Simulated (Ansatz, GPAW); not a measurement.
# Geometry or basis: what sets the conductance of a C3 chain between two Rh chains, part 3 of 3

Wanted: T(E) of a C3 chain between two Rh chains at a relaxed geometry in two programs, beside the unrelaxed structure.

GPAW 26.7.0 and Ansatz 0.2.0; Ansatz plane waves; relaxation of the junction with the lead ends held (the session's first sound run).

So far, transmission at the Fermi level (one spin): step 3 (plane waves, PBE) 0.832; step 5 (GPAW, szp: basis = "szp(dzp)", PBE, GPAW) 0.834; step 6 (GPAW, sz: basis = "sz(dzp)", PBE, GPAW) 0.842; step 7 (RPBE in the dzp basis: xc = "RPBE") 0.784; step 8 (without the relaxation: geometry = "as built", PBE, GPAW) 1.64.

## Step 11: Functional LDA, potential alignment off: xc = "LDA" and align = false

The functional moves levels against the Fermi level. Without the shift, lead and junction are matched by their Fermi levels alone.

This step: GPAW LCAO, PAW setups; Landauer transmission from Green's functions with principal layers (ASE), zero bias (GPAW 26.7.0).

Input file run.py:

```python
import json
import numpy as np
from ase import Atoms
from ase.transport.calculators import TransportCalculator
from gpaw import GPAW, FermiDirac
from gpaw.lcao.tools import get_lcao_hamiltonian
from scipy.linalg import eigh

# The junction with lead layers at both ends, along the third cell vector
device = Atoms(
    ['Rh', 'Rh', 'Rh', 'Rh', 'Rh', 'Rh', 'Rh', 'Rh', 'C', 'C', 'C', 'Rh', 'Rh', 'Rh', 'Rh', 'Rh', 'Rh', 'Rh', 'Rh'],
    positions=[
        [4.50000, 4.50000, 1.15000],
        [4.50000, 4.50000, 3.45000],
        [4.50000, 4.50000, 5.75000],
        [4.50000, 4.50000, 8.05000],
        [4.50000, 4.50000, 10.35000],
        [4.50000, 4.50000, 12.65000],
        [4.73875, 4.28145, 14.94690],
        [4.03844, 4.90455, 17.21211],
        [4.39748, 4.58706, 18.99562],
        [4.49692, 4.49276, 20.29989],
        [4.58326, 4.38843, 21.60436],
        [4.87130, 4.00554, 23.38716],
        [4.30045, 4.75726, 25.65452],
        [4.50000, 4.50000, 27.95140],
        [4.50000, 4.50000, 30.25140],
        [4.50000, 4.50000, 32.55140],
        [4.50000, 4.50000, 34.85140],
        [4.50000, 4.50000, 37.15140],
        [4.50000, 4.50000, 39.45140]],
    cell=[[9.0, 0.0, 0.0], [0.0, 9.0, 0.0], [0.0, 0.0, 40.6014]],
    pbc=True)

# One principal layer of the lead: the first 5 atoms of the device
lead = Atoms(
    ['Rh', 'Rh', 'Rh', 'Rh', 'Rh'],
    positions=[
        [4.50000, 4.50000, 1.15000],
        [4.50000, 4.50000, 3.45000],
        [4.50000, 4.50000, 5.75000],
        [4.50000, 4.50000, 8.05000],
        [4.50000, 4.50000, 10.35000]],
    cell=[[9.0, 0.0, 0.0], [0.0, 9.0, 0.0], [0.0, 0.0, 11.5]],
    pbc=True)

settings = dict(mode='lcao', basis='dzp', xc='LDA', h=0.2,
                occupations=FermiDirac(0.1), maxiter=250,
                mixer=dict(beta=0.1, nmaxold=8, weight=100.0),
                convergence=dict(density=0.0001))
energies = np.arange(-2, 2 + 1e-9, 0.025)
eta = 0.0001
n1, n2 = 1, 1
# k and -k transmit alike, so half of the mesh across the current serves
mesh = [(i, j) for i in range(n1) for j in range(n2) if (i, j) <= (-i % n1, -j % n2)]
weights = np.array([1 if (i, j) == (-i % n1, -j % n2) else 2 for i, j in mesh]) / (n1 * n2)

# [... helper functions left out ...]
fermi_lead = ground_state(lead, (1, 1, 10), 'lead.txt')
fermi_device = ground_state(device, (1, 1, 2), 'device.txt')
# [... loop over the mesh left out, but for ...]
        # Lead and device are aligned by their Fermi levels alone
        shift = 0.0
# [...]
kT = 8.617333e-5 * 300
bias = [0.1, 0.2, 0.5, 1.0, 1.5, 2.0]
# [... integrals and printing left out ...]
```

On the command line:

```
$ OMP_NUM_THREADS=1 OPENBLAS_NUM_THREADS=1 python run.py
```

Elapsed: 5.3 min, on 1 thread of Intel Xeon Platinum 8559C (Emerald Rapids), shared host; peak memory 1.6 GiB.

This step gave:

* conductance: 0.8460 G₀
* largest coupling past the next principal layer: 2.18e-4 eV
* largest misfit of the first principal layer: 0.07524 eV
* shift that aligns the lead: 0 eV
* transmission at the Fermi level (one spin): 0.7831

One spin. The transmission, zone mean by energy, zero at the Fermi level:

```
energy (eV)  transmission, zone mean
     -2.000                     1.60
     -1.900                     1.65
     -1.800                     1.72
     -1.700                     1.81
     -1.600                     1.89
     -1.500                     1.96
     -1.400                     2.00
     -1.300                     2.01
     -1.200                     2.01
     -1.100                     2.01
     -1.000                     2.02
     -0.900                     2.02
     -0.800                     2.03
     -0.700                     2.02
     -0.600                     1.85
     -0.500                     1.19
     -0.400                    0.851
     -0.300                    0.890
     -0.200                     1.08
     -0.100                     1.17
     -0.050                     1.19
      0.000                    0.783
      0.100                    0.560
      0.200                    0.465
      0.300                    0.413
      0.400                    0.377
      0.500                    0.348
      0.600                    0.323
      0.700                    0.303
      0.800                    0.284
      0.900                    0.241
      1.000                    0.158
      1.100                   0.0917
      1.200                    0.153
      1.300                    0.349
      1.375                    0.940
      1.400                    0.938
      1.500                    0.103
      1.600                  0.00595
      1.700                   1.2e-5
      1.800                  0.00129
      1.900                  0.00371
      2.000                  0.00619
```

Not self-consistent under bias; the bias window is split evenly. Table of current through one cell, from the zero-bias transmission by bias:

```
bias (V)  current through one cell, from the zero-bias transmission (μA)
   0.100                                                            6.61
   0.200                                                            13.3
   0.500                                                            31.7
   1.000                                                            57.7
   1.500                                                            98.3
   2.000                                                             142
```

The transmission of the three most open eigenchannels by energy, zero at the Fermi level:

```
energy (eV)  channel 1  channel 2  channel 3
     -2.000      0.977      0.623    0.00176
     -1.800      0.986      0.732    0.00340
     -1.600      0.991      0.894    0.00665
     -1.400      0.998      0.984     0.0135
     -1.200      0.998      0.983     0.0291
     -1.000      0.996      0.988     0.0318
     -0.800      0.997      0.997     0.0345
     -0.600      0.935      0.887     0.0262
     -0.400      0.434      0.388     0.0297
     -0.200      0.626      0.410     0.0455
      0.000      0.411      0.232      0.140
      0.200      0.302     0.0991     0.0639
      0.400      0.278     0.0798     0.0192
      0.600      0.246     0.0699    0.00705
      0.800      0.220     0.0613    0.00243
      1.000      0.125     0.0326     2.4e-4
      1.200      0.153     1.2e-8    4.4e-11
      1.400      0.938     1.2e-8    3.3e-12
      1.600    0.00595     1.2e-8          0
      1.800    0.00129     1.3e-8          0
      2.000    0.00619     1.3e-8          0
```

The conductance, 0.846 G₀, lies 1.9 % above that of the dzp run.

## Step 12: Results

```
conductance                                        : 0.830 G₀
transmission at the Fermi level, mean of the spins : 0.781
```

In the dzp basis the junction conducts 0.830 G₀ at 300 K, with T = 0.781 a spin at the Fermi level; the sz basis reaches that conductance within 10 %. Relaxation moved atoms by up to 0.62 Å and took the conductance from 1.64 to 0.830 G₀, as a ratio a larger change than the step from dzp to the minimal basis. Plane waves (PBE) give T = 0.832 there. At the Fermi level the three most open eigenchannels pass 0.41, 0.20 and 0.17. Measured against the first run (pw-pbe), the nearest curve is that of dzp-RPBE (r.m.s. 0.14) and the farthest that of asbuilt (0.48). Over the compared runs wall time goes from 100 s (pw-pbe) to 354 s (dzp), on a shared host; the plane-wave run used 4 threads and the orbital runs 1. The leads kept an estimated spacing and the cell its length, so the junction may be under some tension or compression. The run had no spin polarisation, so a magnetic state, which chains and small molecules with open shells often have, wasn't tested. An evenly spaced straight chain is an idealisation: free chains tend to dimerise, zigzag or, where a band edge lies near the Fermi level, turn magnetic. The currents use the zero-bias T(E) throughout, which holds only while the bias is small against the distance to the nearest feature. Within about eight thermal energies of the Fermi level ln T(E) bends sharply from one computed energy to the next, or the lead's channel count changes, so the thermal averages, above all the thermopower, rest on an interpolation that may be rough.

[Logs are printed without paths, hosts, clocks, repeated set-up lines and the standing remarks that a program may print on its own settings, such as how far it seeks lower states.]

[Hosts, paths, dates, database ids (printed as entryN), source tags and the programs' standing remarks are cut or masked in the printed files.]
